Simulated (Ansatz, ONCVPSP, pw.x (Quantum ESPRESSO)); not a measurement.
## pw.x on fcc O: one setting changed

Potential: optimised norm-conserving Vanderbilt (ONCV), ONCVPSP 4.0.1.1 (patched build), PBE; core [He], reference 2s2 2p2; waves: 2s: rc 0.65 bohr, ncon 3, nbas 7, qcut 10.1 1/bohr, 2 projectors, debl 3.8 Ha; 2p: rc 1.25 bohr, ncon 4, nbas 9, qcut 14.1 1/bohr, 2 projectors, debl 0.4 Ha; d scattering state at 0.04 Ha: rc 1.00 bohr, ncon 5, nbas 9, qcut 10.4 1/bohr, 1 projector; local part: polynomial inside 0.45 bohr (lpopt 1, dvloc0 -1 Ha); core correction: Teter function, fcfact 4, rcfact 1.35. In the p channel the program set the typed energies aside and used -1.589, 0.250 Ha.

The reference run (k-mesh 18³, cutoffs 155/620 Ry, Fermi–Dirac 0.01 Ry, mixing_beta 0.4, conv_thr 1e-9, no spin) gives -0.41 GPa at 8.041 Å³/atom, where all-electron LAPW gives 0.14 GPa. This run, with its own iteration cap, changes degauss to 0.02.

```
&control
  calculation='scf', prefix='x', pseudo_dir='./', outdir='./tmp', tstress=.true., disk_io='none'
/
&system
  ibrav=0, nat=1, ntyp=1, ecutwfc=155, ecutrho=620, nbnd=10,
  occupations='smearing', smearing='fd', degauss=0.02
/
&electrons
  conv_thr=1e-09, mixing_beta=0.4, electron_maxstep=70
/
ATOMIC_SPECIES
O 1.0 O.UPF
CELL_PARAMETERS angstrom
  0.00000000 1.59010824 1.59010824
  1.59010824 0.00000000 1.59010824
  1.59010824 1.59010824 0.00000000
ATOMIC_POSITIONS crystal
O 0.0000 0.0000 0.0000
K_POINTS automatic
18 18 18 0 0 0
```

```bash
pw.x < O.scf.in > O.scf.out
```

Problem. How does the run end?

Solution. It converges in 9 iterations; the free energy moves by -113.6 meV/atom and the pressure by +3.10 GPa. In a metal, with Fermi–Dirac smearing, F lies below its zero-width value by a term in the square of the width.

```
Message from routine setup:
     using ibrav=0 with symmetry is DISCOURAGED, use correct ibrav instead
     lattice parameter (alat)  =       4.2495  a.u.
     unit-cell volume          =      54.2634 (a.u.)^3
     number of electrons       =         6.00
     number of Kohn-Sham states=           10
     kinetic-energy cutoff     =     155.0000  Ry
     charge density cutoff     =     620.0000  Ry
     scf convergence threshold =      1.0E-09
     Exchange-correlation= PBE
     number of k points=   195  Fermi-Dirac smearing, width (Ry)=  0.0200
     iteration #  1     ecut=   155.00 Ry     beta= 0.40
     total energy              =     -32.48088926 Ry
     estimated scf accuracy    <       1.10503553 Ry
     iteration #  2     ecut=   155.00 Ry     beta= 0.40
     total energy              =     -32.50583142 Ry
     estimated scf accuracy    <       0.11011645 Ry
     iteration #  3     ecut=   155.00 Ry     beta= 0.40
     total energy              =     -32.52793296 Ry
     estimated scf accuracy    <       0.00028966 Ry
     [... 3 iterations left out ...]
     iteration #  7     ecut=   155.00 Ry     beta= 0.40
     total energy              =     -32.52800701 Ry
     estimated scf accuracy    <       0.00000066 Ry
     iteration #  8     ecut=   155.00 Ry     beta= 0.40
     total energy              =     -32.52800737 Ry
     estimated scf accuracy    <       0.00000056 Ry
     iteration #  9     ecut=   155.00 Ry     beta= 0.40
     the Fermi energy is     4.6998 ev
!    total energy              =     -32.52800741 Ry
     estimated scf accuracy    <          3.0E-10 Ry
     smearing contrib. (-TS)   =      -0.02182351 Ry
     The total energy is F=E-TS. E is the sum of the following terms:
     one-electron contribution =      -2.54194767 Ry
     hartree contribution      =       5.05360327 Ry
     xc contribution           =      -7.55324285 Ry
     ewald contribution        =     -27.46459665 Ry
     convergence has been achieved in   9 iterations
          total   stress  (Ry/bohr**3)                   (kbar)     P=       26.89
     Message from routine punch:
     Nothing written, as per user request (disk_io='none')
```

The run took about 39 s on one core of a shared host (Neoverse-V2, 64 threads, 251 GiB, load 29).
